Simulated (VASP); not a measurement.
Here is a VASP 6.6.1 calculation.

POSCAR

```
BAs                                     
1.0
    0.0000000000      2.4115752086      2.4115752086
    2.4115752086      0.0000000000      2.4115752086
    2.4115752086      2.4115752086      0.0000000000
  B               As            
     1     1
Direct
     0.0000000000000000    0.0000000000000000    0.0000000000000000
     0.2500000000000000    0.2500000000000000    0.2500000000000000
```

File INCAR.step1:

```
SYSTEM = BAs
PREC     = Accurate       ! precision mode
ENCUT    = 520            ! plane-wave cutoff, eV
EDIFF    = 1E-7           ! SCF threshold, eV
ISMEAR   = 0              ! smearing method
SIGMA    = 0.02           ! smearing width, eV
LREAL    = .False.        ! projectors in reciprocal space
LASPH    = .True.         ! aspherical terms in the spheres
NELM     = 60             ! most SCF steps
ALGO     = Normal         ! electronic algorithm
ISIF     = 2              ! what is computed and relaxed
LWAVE    = .False.        ! write WAVECAR
LCHARG   = .True.         ! write CHGCAR
GGA      = PE             ! functional
NBANDS   = 11             ! bands
```

KPOINTS.step1

```
Automatic mesh
0
Gamma
  4 4 4
  0 0 0
```

The input INCAR.step2:

```
SYSTEM = BAs
PREC     = Accurate       ! precision mode
ENCUT    = 520            ! plane-wave cutoff, eV
EDIFF    = 1E-7           ! SCF threshold, eV
ISMEAR   = 0              ! smearing method
SIGMA    = 0.05           ! smearing width, eV
LREAL    = .False.        ! projectors in reciprocal space
LASPH    = .True.         ! aspherical terms in the spheres
NELM     = 60             ! most SCF steps
ALGO     = Normal         ! electronic algorithm
ISIF     = 2              ! what is computed and relaxed
LWAVE    = .False.        ! write WAVECAR
LCHARG   = .False.        ! write CHGCAR
GGA      = PE             ! functional
NBANDS   = 11             ! bands
ICHARG   = 11             ! starting density
```

File KPOINTS.step2:

```
path GXWKGLUWLK,UX
10
line-mode
reciprocal
 0.0000000000  0.0000000000  0.0000000000  G
 0.5000000000  0.0000000000  0.5000000000  X

 0.5000000000  0.0000000000  0.5000000000  X
 0.5000000000  0.2500000000  0.7500000000  W

 0.5000000000  0.2500000000  0.7500000000  W
 0.3750000000  0.3750000000  0.7500000000  K

 0.3750000000  0.3750000000  0.7500000000  K
 0.0000000000  0.0000000000  0.0000000000  G

 0.0000000000  0.0000000000  0.0000000000  G
 0.5000000000  0.5000000000  0.5000000000  L

 0.5000000000  0.5000000000  0.5000000000  L
 0.6250000000  0.2500000000  0.6250000000  U

 0.6250000000  0.2500000000  0.6250000000  U
 0.5000000000  0.2500000000  0.7500000000  W

 0.5000000000  0.2500000000  0.7500000000  W
 0.5000000000  0.5000000000  0.5000000000  L

 0.5000000000  0.5000000000  0.5000000000  L
 0.3750000000  0.3750000000  0.7500000000  K

 0.6250000000  0.2500000000  0.6250000000  U
 0.5000000000  0.0000000000  0.5000000000  X
```

Potentials or basis: VASP PAW PBE potentials, release 64 (B, As).

The run is started by

```bash
$ cat potpaw_PBE.64/B/POTCAR potpaw_PBE.64/As/POTCAR > POTCAR
$ cp INCAR.step1 INCAR
$ cp KPOINTS.step1 KPOINTS
$ mpirun -np 1 vasp_std > vasp.out
$ cp INCAR.step2 INCAR
$ cp KPOINTS.step2 KPOINTS
$ mpirun -np 1 vasp_std > vasp.out
```

Problem. What does it give for the band gap on the k mesh?

Solution. 1.45 eV, indirect (least direct gap 3.23 eV).

Problem. Estimate the band gap along the path.

Solution. 1.19 eV, indirect (least direct gap 3.22 eV).

Levels at the corners of the path, in eV from the valence-band top:
| point | band 1 | band 2 | band 3 | band 4 | band 5 | band 6 | band 7 | band 8 | band 9 |
| --- | --- | --- | --- | --- | --- | --- | --- | --- | --- |
| Γ | -15.15 | 0.00 | 0.00 | 0.00 | 3.22 | 3.22 | 3.22 | 4.32 | 9.44 |
| X | -11.11 | -8.38 | -3.97 | -3.97 | 1.44 | 1.45 | 11.09 | 11.09 | 12.62 |
| X | -11.11 | -8.38 | -3.97 | -3.97 | 1.44 | 1.45 | 11.09 | 11.09 | 12.62 |
| W | -10.96 | -7.94 | -5.33 | -5.04 | 5.23 | 5.78 | 6.72 | 6.84 | 12.04 |
| W | -10.96 | -7.94 | -5.33 | -5.04 | 5.23 | 5.78 | 6.72 | 6.84 | 12.04 |
| K | -11.16 | -8.01 | -5.78 | -3.39 | 2.04 | 5.45 | 9.01 | 9.51 | 10.41 |
| K | -11.16 | -8.01 | -5.78 | -3.39 | 2.04 | 5.45 | 9.01 | 9.51 | 10.41 |
| Γ | -15.15 | 0.00 | 0.00 | 0.00 | 3.22 | 3.22 | 3.22 | 4.32 | 9.44 |
| Γ | -15.15 | 0.00 | 0.00 | 0.00 | 3.22 | 3.22 | 3.22 | 4.32 | 9.44 |
| L | -12.38 | -8.59 | -1.78 | -1.78 | 2.52 | 4.73 | 4.73 | 8.80 | 12.51 |
| L | -12.38 | -8.59 | -1.78 | -1.78 | 2.52 | 4.73 | 4.73 | 8.80 | 12.51 |
| U | -11.16 | -8.01 | -5.78 | -3.39 | 2.04 | 5.45 | 9.01 | 9.51 | 10.41 |
| U | -11.16 | -8.01 | -5.78 | -3.39 | 2.04 | 5.45 | 9.01 | 9.51 | 10.41 |
| W | -10.96 | -7.94 | -5.33 | -5.04 | 5.23 | 5.78 | 6.72 | 6.84 | 12.04 |
| W | -10.96 | -7.94 | -5.33 | -5.04 | 5.23 | 5.78 | 6.72 | 6.84 | 12.04 |
| L | -12.38 | -8.59 | -1.78 | -1.78 | 2.52 | 4.73 | 4.73 | 8.80 | 12.51 |
| L | -12.38 | -8.59 | -1.78 | -1.78 | 2.52 | 4.73 | 4.73 | 8.80 | 12.51 |
| K | -11.16 | -8.01 | -5.78 | -3.39 | 2.04 | 5.45 | 9.01 | 9.51 | 10.41 |
| U | -11.16 | -8.01 | -5.78 | -3.39 | 2.04 | 5.45 | 9.01 | 9.51 | 10.41 |
| X | -11.11 | -8.38 | -3.97 | -3.97 | 1.44 | 1.45 | 11.09 | 11.09 | 12.62 |

Caveat: the k mesh is coarse (spacing up to 0.56 Å⁻¹), so the values aren't converged; the log is that of the step along the path at fixed density, whose energy, stress, charges and moments have no meaning; the mesh misses the band edges, which the band path finds closer together. Expect the measured gap to be larger: semilocal functionals such as PBE lack the derivative discontinuity.
